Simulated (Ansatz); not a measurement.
# TiO₂: ⁴⁷Ti NMR of the central transition

Cell: an entry of the Crystallography Open Database (COD).

Space group P4_2/mnm (No. 136); a = 4.5922, c = 2.9574 Å.

```
site  Wyckoff  site symmetry       x       y       z
  Ti       2a           m.mm  0.0000  0.0000  0.0000
   O       4f           m.2m  0.3050  0.3050  0.0000
```

One atom of each set is listed.

Method: Kohn–Sham DFT in Ansatz, PBE, plane waves and PAW, scalar-relativistic, 420 eV cutoff, Γ-centred 7×7×10 k-points, Fermi–Dirac smearing 0.02 eV.

⁴⁷Ti has I = 5/2 and Q = 302.0 mb (Pyykkö 2018); at 9.4 T its Larmor frequency is ν₀ = 22.6 MHz. Only the quadrupole interaction is simulated: positions count from each site's isotropic chemical shift, and shift anisotropy, dipolar and J coupling are left out.

Simulated pattern of one Ti site (static powder, Gaussian broadening 20 kHz):

```json
{"offset (kHz)": "-339.8", "height": "0"}
{"offset (kHz)": "-316.8", "height": "18"}
{"offset (kHz)": "-293.7", "height": "49"}
{"offset (kHz)": "-270.6", "height": "54"}
{"offset (kHz)": "-247.5", "height": "59"}
{"offset (kHz)": "-224.5", "height": "65"}
{"offset (kHz)": "-201.4", "height": "77"}
{"offset (kHz)": "-178.3", "height": "100"}
{"offset (kHz)": "-155.2", "height": "88"}
{"offset (kHz)": "-132.2", "height": "71"}
{"offset (kHz)": "-109.1", "height": "65"}
{"offset (kHz)": "-86.0", "height": "61"}
{"offset (kHz)": "-62.9", "height": "59"}
{"offset (kHz)": "-39.9", "height": "58"}
{"offset (kHz)": "-16.8", "height": "58"}
{"offset (kHz)": "6.3", "height": "51"}
{"offset (kHz)": "29.4", "height": "48"}
{"offset (kHz)": "52.5", "height": "53"}
{"offset (kHz)": "75.5", "height": "63"}
{"offset (kHz)": "98.6", "height": "90"}
{"offset (kHz)": "121.7", "height": "84"}
{"offset (kHz)": "144.8", "height": "53"}
{"offset (kHz)": "167.8", "height": "18"}
{"offset (kHz)": "190.9", "height": "0"}
```

**Question.** Which |C_Q| and η does the pattern imply?

**Answer.** The pattern spans 477 kHz before broadening and its centre of gravity is at -74.9 kHz, which fixes P_Q; the places of the horns and steps fix η. That gives P_Q = 16.8 MHz, |C_Q| = 16.6 MHz and η = 0.29. The sign of C_Q can't be read from the pattern.

At this cell the PBE pressure is 5 GPa, so with PBE the cell would grow if it were relaxed.

The run took 1.9 s of wall time (5.7 s of CPU time) and 0.48 GiB at its peak, on 4 threads of Intel Xeon Platinum 8488C (Sapphire Rapids) (x86_64; 16 cores open to the job, memory cap 8.0 GiB, no GPU), a shared host with a load of 0.5 a core.
